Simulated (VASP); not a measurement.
# Pb7F16 (a cell with a defect) in VASP: electric field gradients with PBE

Aim: the electric field gradients of Pb7F16 (a cell with a defect) with PBE.

Everything below comes from runs of VASP 6.6.1. Logs are shortened: lines on timing, memory, paths and dates and some standing lists are left out, and cuts for length are marked.

## 1. The cell of the first run

The cell holds a defect, 23 atoms: a = 8.570 Å, b = 9.980 Å, c = 7.513 Å, α = 56.57°, β = 76.40°, γ = 47.03°.

## 2. Electric field gradients, PBE (Pb vacancy, charge -2, host positions)

The input, INCAR:

```
SYSTEM = Pb7F16
ALGO = Fast
EDIFF = 1E-8
ENCUT = 520
GGA = PE
ISIF = 2
ISMEAR = -1
LASPH = .TRUE.
LCHARG = .FALSE.
LEFG = .TRUE.
LREAL = Auto
LWAVE = .FALSE.
NBANDS = 122
NELECT = 212.0
NELM = 80
PREC = Accurate
SIGMA = 0.01
```

The input, KPOINTS:

```
k-points
0
G
  3 3 3
  0 0 0
```

The input, POSCAR:

```
Pb7F16
1.0
    0.0000000000      3.8909800000      7.6357400000
    6.4268900000      0.0000000000      7.6357400000
    6.4268900000      3.8909800000      0.0000000000
Pb F
7 16
Direct
    0.5485000000      0.5545000000      0.2015000000
    0.4515000000      0.4455000000      0.7985000000
    0.9515000000      0.9455000000      0.2985000000
    0.0545000000      0.5485000000      0.1955000000
    0.5545000000      0.0485000000      0.6955000000
    0.4455000000      0.9515000000      0.3045000000
    0.9455000000      0.4515000000      0.8045000000
    0.3465000000      0.7385000000      0.4035000000
    0.8465000000      0.2385000000      0.9035000000
    0.1535000000      0.7615000000      0.0965000000
    0.6535000000      0.2615000000      0.5965000000
    0.2385000000      0.3465000000      0.0115000000
    0.7385000000      0.8465000000      0.5115000000
    0.2615000000      0.1535000000      0.4885000000
    0.7615000000      0.6535000000      0.9885000000
    0.5065000000      0.3075000000      0.2435000000
    0.0065000000      0.8075000000      0.7435000000
    0.9935000000      0.1925000000      0.2565000000
    0.4935000000      0.6925000000      0.7565000000
    0.8075000000      0.5065000000      0.4425000000
    0.3075000000      0.0065000000      0.9425000000
    0.6925000000      0.9935000000      0.0575000000
    0.1925000000      0.4935000000      0.5575000000
```

Potentials or basis: VASP PAW PBE potentials, release 64 (Pb_d, F).

Started as:

```sh
$ cat potpaw_PBE.64/Pb_d/POTCAR potpaw_PBE.64/F/POTCAR > POTCAR
$ mpirun -np 1 vasp_std > vasp.out
```

OUTCAR:

```text
SYSTEM = Pb7F16
   EDIFF = 1E-8
   ENCUT = 520
   GGA = PE
   ISIF = 2
   ISMEAR = -1
   LASPH = .TRUE.
   LREAL = Auto
   NELECT = 212.0
   NELM = 80
   PREC = Accurate

 ion  position               nearest neighbor table
   1  0.548  0.554  0.202-   8 2.48  15 2.49  11 2.51  10 2.51  16 2.57  20 2.81  21 2.81  18 2.84
                            19 2.84   7 3.92   6 3.92   2 4.01   3 4.01   3 4.13   2 4.13
   2  0.452  0.446  0.798-  11 2.48  12 2.49   8 2.51   9 2.51  19 2.57  22 2.81  23 2.81  17 2.84
                            16 2.84   3 3.89   3 3.89   5 3.92   4 3.92   1 4.01   1 4.13
   3  0.952  0.946  0.298-  10 2.48  13 2.49   8 2.51   9 2.51  18 2.57  22 2.81  23 2.81  17 2.84
                            16 2.84   2 3.89   2 3.89   5 3.92   4 3.92   1 4.01   1 4.13
   4  0.054  0.548  0.196-  12 2.48  10 2.49  14 2.51  15 2.51  20 2.57  17 2.81  16 2.81  22 2.84
                            23 2.84   5 3.89   5 3.89   3 3.92   2 3.92   6 4.01   7 4.01   6 4.13
   5  0.554  0.048  0.696-  13 2.48  11 2.49  14 2.51  15 2.51  21 2.57  17 2.81  16 2.81  22 2.84
                            23 2.84   4 3.89   4 3.89   3 3.92   2 3.92   7 4.01   6 4.01   7 4.13
   6  0.446  0.952  0.304-  14 2.48   8 2.49  13 2.51  12 2.51  22 2.57  19 2.81  18 2.81  21 2.84
                            20 2.84   7 3.89   7 3.89   1 3.92   5 4.01   4 4.01   4 4.13   5 4.13
   7  0.946  0.452  0.804-  15 2.48   9 2.49  13 2.51  12 2.51  23 2.57  19 2.81  18 2.81  21 2.84
                            20 2.84   6 3.89   6 3.89   1 3.92   4 4.01   5 4.01   5 4.13   4 4.13
   8  0.346  0.739  0.404-   1 2.48   6 2.49   3 2.51   2 2.51
   9  0.846  0.239  0.904-   7 2.49   3 2.51   2 2.51
  10  0.154  0.761  0.096-   3 2.48   4 2.49   1 2.51
  11  0.654  0.261  0.596-   2 2.48   5 2.49   1 2.51
  12  0.239  0.346  0.011-   4 2.48   2 2.49   6 2.51   7 2.51
  13  0.739  0.846  0.511-   5 2.48   3 2.49   6 2.51   7 2.51
  14  0.261  0.154  0.489-   6 2.48   5 2.51   4 2.51
  15  0.761  0.654  0.989-   7 2.48   1 2.49   5 2.51   4 2.51
  16  0.507  0.307  0.243-   1 2.57   4 2.81   5 2.81   2 2.84   3 2.84
  17  0.007  0.807  0.743-   4 2.81   5 2.81   2 2.84   3 2.84
  18  0.993  0.193  0.257-   3 2.57   6 2.81   7 2.81   1 2.84
  19  0.493  0.693  0.757-   2 2.57   6 2.81   7 2.81   1 2.84
  20  0.807  0.507  0.443-   4 2.57   1 2.81   6 2.84   7 2.84
  21  0.307  0.007  0.943-   5 2.57   1 2.81   6 2.84   7 2.84
  22  0.693  0.993  0.057-   6 2.57   3 2.81   2 2.81   5 2.84   4 2.84
  23  0.193  0.493  0.557-   7 2.57   3 2.81   2 2.81   5 2.84   4 2.84

  LATTYP: Found a face centered orthorhombic cell.
 ALAT       =     7.7819600000
 B/A-ratio  =     1.6517406926
 C/A-ratio  =     1.9624207783

  Lattice vectors:

 A1 = (   6.4268900000,   0.0000000000,  -7.6357400000)
 A2 = (   0.0000000000,   3.8909800000,  -7.6357400000)
 A3 = (   6.4268900000,   3.8909800000,   0.0000000000)

Analysis of symmetry for initial positions (statically):
=====================================================================
 Subroutine PRICEL returns:
 Original cell was already a primitive cell.

 Routine SETGRP: Setting up the symmetry group for a
 face centered orthorhombic supercell.

 Subroutine GETGRP returns: Found  2 space group operations
 (whereof  1 operations were pure point group operations)
 out of a pool of  8 trial point group operations.

The static configuration has the point symmetry C_1 .
 The point group associated with its full space group is C_1h.

Analysis of symmetry for dynamics (positions and initial velocities):
=====================================================================
 Subroutine PRICEL returns:
 Original cell was already a primitive cell.

 Routine SETGRP: Setting up the symmetry group for a
 face centered orthorhombic supercell.

 Subroutine GETGRP returns: Found  2 space group operations
 (whereof  1 operations were pure point group operations)
 out of a pool of  8 trial point group operations.

The dynamic configuration has the point symmetry C_1 .
 The point group associated with its full space group is C_1h.

 Subroutine INISYM returns: Found  2 space group operations
 (whereof  1 operations are pure point group operations),
 and found     1 'primitive' translations

----------------------------------------------------------------------------------------

                                     Primitive cell

  volume of cell :     381.8924

  direct lattice vectors                    reciprocal lattice vectors
     0.000000000  3.890980000  7.635740000    -0.077798126  0.128502331  0.065481538
     6.426890000  0.000000000  7.635740000     0.077798126 -0.128502331  0.065481538
     6.426890000  3.890980000  0.000000000     0.077798126  0.128502331 -0.065481538

  length of vectors
     8.569962118  9.980452917  7.512964823     0.163869550  0.163869550  0.163869550

[... 105 lines left out ...]
   ENCUT  =  520.0 eV  38.22 Ry    6.18 a.u.  15.93 18.56 13.97*2*pi/ulx,y,z
   NELM   =     80;   NELMIN=  2; NELMDL= -5     # of ELM steps
   EDIFF  = 0.1E-07   stopping-criterion for ELM
   LREAL  =      T    real-space projection
   EDIFFG = 0.1E-06   stopping-criterion for IOM
   NSW    =      0    number of steps for IOM
   IBRION =     -1    ionic relax: 0-MD 1-quasi-New 2-CG
   NFREE  =      0    steps in history (QN), initial steepest desc. (CG)
   ISIF   =      2    stress and relaxation
   ISYM   =      2    0-nonsym 1-usesym 2-fastsym
   POTIM  = 0.5000    time-step for ionic-motion
   TEBEG  =    0.0;   TEEND  =   0.0 temperature during run
   PSTRESS=    0.0 pullay stress
   NELECT =     212.0000    total number of electrons
   NUPDOWN=      -1.0000    fix difference up-down
   EMIN   =  10.00;   EMAX   =-10.00  energy-range for DOS
   EFERMI =   0.00;   METHOD = LEGACY
   ISMEAR =    -1;   SIGMA  =   0.01  broadening in eV -4-tet -1-fermi 0-gaus
   EFERMI_NEDOS =   21; number of points for ismear=-14 and -15
   IALGO  =     68    algorithm
   IMIX   =      4    mixing-type and parameters
     AMIX     =   0.40;   BMIX     =  1.00
     AMIX_MAG =   1.60;   BMIX_MAG =  1.00
  volume/ion in A,a.u.               =      16.60       112.05
  Fermi-wavevector in a.u.,A,eV,Ry     =   1.345467  2.542564 24.630382  1.810282
  Thomas-Fermi vector in A             =   2.473378
   LORBIT       =      0    0 simple, 1 ext, 2 COOP (PROOUT), +10 PAW based schemes
   GGA     = PE    functional components
   LHFCALC =     F    Hartree Fock is set to
   AEXX    =    0.0000 exact exchange contribution
   IVDW    =     0    specifies the selected vdW correction
   LEPSILON=     F    determine dielectric tensor
   LRPA    =     F    only Hartree local field effects (RPA)
 non-spin polarized calculation
 RMM-DIIS sequential band-by-band and
  energy-cutoff  :      520.00
  volume of cell :      381.89
 maximum number of plane-waves:     10310
   NGX = 31   NGY = 37   NGZ = 27

 number of electron     211.9999993 magnetization

 Free energy of the ion-electron system (eV)
  ---------------------------------------------------
  ext. energy  EPLUGINS =         0.00000000
  ---------------------------------------------------
  free energy    TOTEN  =       -99.78383612 eV

  energy without entropy =      -99.78383612  energy(sigma->0) =      -99.78383612

 E-fermi :   1.9980     XC(G=0):  -9.6853

 val. band max:        1.7288170300   @ k =   0.0000   0.0000   0.0000
 cond. band min:       5.7800164340   @ k =   0.0000   0.3333   0.3333
 fundamental gap:      4.0511994039
 Fermi energy:         1.9979516890

 k-point     1 :       0.0000    0.0000    0.0000
  band No.  band energies     occupation
      1     -20.1940      2.00000
      2     -20.1164      2.00000
      3     -20.0158      2.00000
      4     -19.9429      2.00000
      5     -19.0879      2.00000
      6     -19.0209      2.00000
[... 1199 lines left out ...]
    117       8.3443      0.00000
    118       8.3960      0.00000
 [bands above 118 left out]

------------------------ aborting loop because EDIFF is reached ----------------------------------------

  FORCE on cell =-STRESS in cart. coord.  units (eV):
  Direction    XX          YY          ZZ          XY          YZ          ZX
  --------------------------------------------------------------------------------------
  -------------------------------------------------------------------------------------
  Total       16.5718481     16.2180477     15.3757393      0.0000000      0.0000000      0.5841507
  in kB       69.5249258     68.0406043     64.5068147      0.0000000      0.0000000      2.4507243
  external PRESSURE =      67.3574482 kB  Pullay stress =       0.0000000 kB

 VOLUME and BASIS-vectors are now :
 -----------------------------------------------------------------------------
  energy-cutoff  :      520.00
  volume of cell :      381.89
      direct lattice vectors                 reciprocal lattice vectors
     0.000000000  3.890980000  7.635740000    -0.077798126  0.128502331  0.065481538
     6.426890000  0.000000000  7.635740000     0.077798126 -0.128502331  0.065481538
     6.426890000  3.890980000  0.000000000     0.077798126  0.128502331 -0.065481538

 POSITION                                       TOTAL-FORCE (eV/Angst)
 -----------------------------------------------------------------------------------
      4.85873      2.91823      8.42222        -0.044469     -0.000000     -0.284377
      7.99505      4.86372      6.84926        -0.169392      0.225029      0.889082
      7.99505      4.86373     14.48500        -0.169392     -0.225029      0.889082
      4.78161      0.97274      4.60435         0.220592      0.063039      0.170664
      4.78161      4.86373      4.60435         0.220592     -0.063039      0.170664
      8.07217      2.91824     10.66713         0.434076     -0.000000     -0.648684
[... 15 lines left out ...]
      6.75466      2.91824     12.87386         0.019468     -0.000000     -0.404016
      6.75466      2.91824      5.23812        -0.142095     -0.000000     -0.247391
 -----------------------------------------------------------------------------------
    total drift:                                0.004970     -0.000007      0.005937

  FREE ENERGIE OF THE ION-ELECTRON SYSTEM (eV)
  ---------------------------------------------------
  free  energy   TOTEN  =       -99.7838361174 eV

  energy  without entropy=      -99.7838361174  energy(sigma->0) =      -99.78383612

 Electric field gradients (V/A^2)
---------------------------------------------------------------------
 ion       V_xx      V_yy      V_zz      V_xy      V_xz      V_yz
---------------------------------------------------------------------
   1      25.344    25.005   -50.349    -0.001    40.021     0.000
   2     -11.665    47.110   -35.444    14.476    20.573   -34.943
   3     -11.665    47.110   -35.444   -14.478    20.573    34.944
   4      38.525    44.179   -82.704     4.861   -17.241    24.745
   5      38.525    44.179   -82.704    -4.862   -17.241   -24.746
   6     -30.386    48.078   -17.692    -0.000   -21.425    -0.000
[... 15 lines left out ...]
  22      -4.358     3.127     1.230     0.001    18.054    -0.001
  23      -5.344     0.446     4.898     0.001    14.139    -0.001
---------------------------------------------------------------------

 Electric field gradients after diagonalization (V/A^2)
 (convention: |V_zz| > |V_xx| > |V_yy|)
----------------------------------------------------------------------
 ion       V_xx      V_yy      V_zz     asymmetry (V_yy - V_xx)/ V_zz
----------------------------------------------------------------------
   1      42.579    25.005   -67.584       0.260
   2     -60.441    -0.109    60.550       0.996
   3     -60.442    -0.109    60.550       0.996
   4      49.139    40.700   -89.840       0.094
   5      49.140    40.700   -89.840       0.094
   6     -46.384    -1.694    48.078       0.930
[... 15 lines left out ...]
  22      16.705     3.127   -19.832       0.685
  23      14.815     0.446   -15.261       0.942
----------------------------------------------------------------------

           NMR quadrupolar parameters

 Cq : quadrupolar parameter    Cq=e*Q*V_zz/h
 eta: asymmetry parameters     (V_yy - V_xx)/ V_zz
 Q  : nuclear electric quadrupole moment in mb (millibarn)
----------------------------------------------------------------------
 ion       Cq(MHz)       eta       Q (mb)
----------------------------------------------------------------------
   1      -0.163       0.260       1.000
   2       0.146       0.996       1.000
   3       0.146       0.996       1.000
   4      -0.217       0.094       1.000
   5      -0.217       0.094       1.000
   6       0.116       0.930       1.000
[... 15 lines left out ...]
  22      -0.048       0.685       1.000
  23      -0.037       0.942       1.000
----------------------------------------------------------------------
```

Wall time 32 min (1 thread of Intel Xeon Platinum 8488C (Sapphire Rapids), shared host); peak memory 0.72 GiB.

Results:

```
Free energy            : -99.7838 eV
Largest force          : 1.354 eV/Å
Band gap on the k mesh : 4.05 eV, indirect (least direct gap 4.13 eV)
```

Forces in eV/Å, atoms in the order of the input:
```
Pb  -0.044  0.000 -0.284
Pb  -0.169  0.225  0.889
Pb  -0.169 -0.225  0.889
Pb   0.221  0.063  0.171
Pb   0.221 -0.063  0.171
Pb   0.434  0.000 -0.649
Pb  -0.729  0.000 -1.141
F   -0.068  0.000 -0.393
F    0.584  0.000 -0.471
F    0.323  0.527  0.025
F    0.323 -0.527  0.025
F    0.039  0.075 -0.462
F    0.039 -0.075 -0.462
F   -0.271  0.000  0.795
F   -0.093  0.000  0.496
F   -0.214  0.000  0.038
F   -0.503  0.000 -0.561
F   -0.394 -0.404  0.043
F   -0.394  0.404  0.043
F    0.494 -0.503  0.745
F    0.494  0.503  0.745
F    0.019  0.000 -0.404
F   -0.142  0.000 -0.247
```

Levels at points of the mesh, in eV from the valence-band top:
```
           k point  band 104  band 105  band 106  band 107  band 108  band 109
(0.00, 0.00, 0.00)     -0.26     -0.23      0.00      4.21      4.29      4.37
```

Electric field gradients, principal values (V/Å²):
```csv
atom,Vxx,Vyy,Vzz
1 Pb,25.005,42.579,-67.584
2 Pb,-0.109,-60.441,60.550
3 Pb,-0.109,-60.442,60.550
4 Pb,40.700,49.139,-89.840
5 Pb,40.700,49.140,-89.840
6 Pb,-1.694,-46.384,48.078
7 Pb,35.287,42.978,-78.265
8 F,-6.864,-9.048,15.911
9 F,9.593,38.060,-47.653
10 F,17.411,27.991,-45.402
11 F,17.408,27.987,-45.395
12 F,-3.632,-9.508,13.139
13 F,-3.633,-9.506,13.138
14 F,3.411,27.093,-30.504
15 F,-4.582,-9.261,13.842
16 F,-1.376,-13.791,15.166
17 F,20.692,34.089,-54.781
18 F,4.717,27.092,-31.809
19 F,4.729,27.091,-31.819
20 F,-3.370,-19.243,22.613
21 F,-3.370,-19.243,22.614
22 F,3.127,16.705,-19.832
23 F,0.446,14.815,-15.261
```

Caveat: the cell carries a net charge on a neutralising background, which shifts energy and pressure; the cell is charged against a uniform background, so pressure and absolute levels hang on convention; spin-orbit coupling is left out, which as a rule narrows the gap of such compounds by several tenths of an eV.
